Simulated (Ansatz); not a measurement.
A calculation with Ansatz 0.2.0 of TiH2 (ASE script, structure from a POSCAR):

The input run.py:

```python
import json

import ase.io
import numpy as np

import ansatz as az

atoms = ase.io.read("POSCAR", format="vasp")
atoms.set_initial_magnetic_moments([0.43, 0.0, 0.0])

calculation = (
    az.Crystal.from_ase(atoms)
    .calculation()
    .kpoints(12, 12, 12)
    .functional("lda")
    .pseudopotentials(kind="paw", accuracy="standard", xc_functional="lda")
    .spin("collinear")
    .occupations(method="methfessel_paxton", width=0.05)
    .electric_field_gradient()
    .forces()
    .stress()
    .band_table(publish=True)
)
outcome = calculation.run(threads=2, events_out="events.jsonl")

report = outcome.report
for line in open("events.jsonl"):
    event = json.loads(line)
    if event["event"] == "scf_iter":
        d = event["data"]
        print(f"SCF {d['iter']:3d}  HF = {d['harris_foulkes_ev']:.6f} eV  dr2 = {d['dr2_ev']:.2e} eV")
    elif event["event"] in ("relax_step", "md_step"):
        d = event["data"]
        print(f"{event['event']} {d['step']:3d}  E = {d['lagrangian_ev']:.6f} eV")
np.set_printoptions(precision=5, suppress=True, linewidth=110)
print("converged:", report["converged"], "after", report["n_iterations"], "iterations")
print(f"free energy {report['free_energy_ev']:.6f} eV, Fermi level {report['fermi_energy_ev']:.4f} eV")
for key in ("band_edges_ev", "magnetization_mub", "site_moments_mub", "site_moments_nc_mub", "forces_ev_ang",
                "stress_gpa"):
    if report.get(key) is not None:
        print(key, np.array(report[key]), sep="\n")
```

Contents of POSCAR:

```
TiH2
1.0
   -1.5965000000      1.5965000000      2.1335000000
    1.5965000000     -1.5965000000      2.1335000000
    1.5965000000      1.5965000000     -2.1335000000
Ti H
1 2
Direct
    0.0000000000      0.0000000000      0.0000000000
    0.2500000000      0.7500000000      0.5000000000
    0.7500000000      0.2500000000      0.5000000000
```

Potentials or basis: JTH PAW LDA.

Launch:

```console
$ python run.py
```

Task: Write the same calculation in another form: native input, structure typed inline.

Result: As run:

Contents of input.yaml:

```yaml
crystal:
  lattice:
    - [-1.5965, 1.5965, 2.1335]
    - [1.5965, -1.5965, 2.1335]
    - [1.5965, 1.5965, -2.1335]
  atoms:
    - { symbol: Ti, position: [0.0, 0.0, 0.0], spin: 0.43 }
    - { symbol: H, position: [0.25, 0.75, 0.5] }
    - { symbol: H, position: [0.75, 0.25, 0.5] }
hamiltonian:
  xc: lda
  pseudopotentials: { kind: paw, xc_functional: lda, accuracy: standard }
magnetization:
  spin_polarized: true
kpoints:
  mp_grid: { grid: [12, 12, 12] }
scf:
  occupations: { method: methfessel_paxton, width: 0.05 }
output:
  forces: true
  stress: true
  eigenvalues: true
  efg: {}
```

Potentials or basis: JTH PAW LDA.

The run is started by

```sh
$ ansatz run input.yaml --threads 2 --pin off --max-ram 5120MiB --backend cpu --events-out ev --progress --plain --runs-dir out
```

Both were run:

|  | ASE script, structure from a POSCAR | native input, structure typed inline |
| --- | --- | --- |
| Pressure | -8.5 GPa | -8.5 GPa |
| Band gap on the k mesh | none (metal or under the smearing width) | none (metal or under the smearing width) |
| Net moment | 0.00 μB per cell | 0.00 μB per cell |
| Absolute moment | 0.00 μB per cell | 0.00 μB per cell |

Keys that steer only the numerical path or the files written may differ.

Caveat: the starting moments weren't kept.
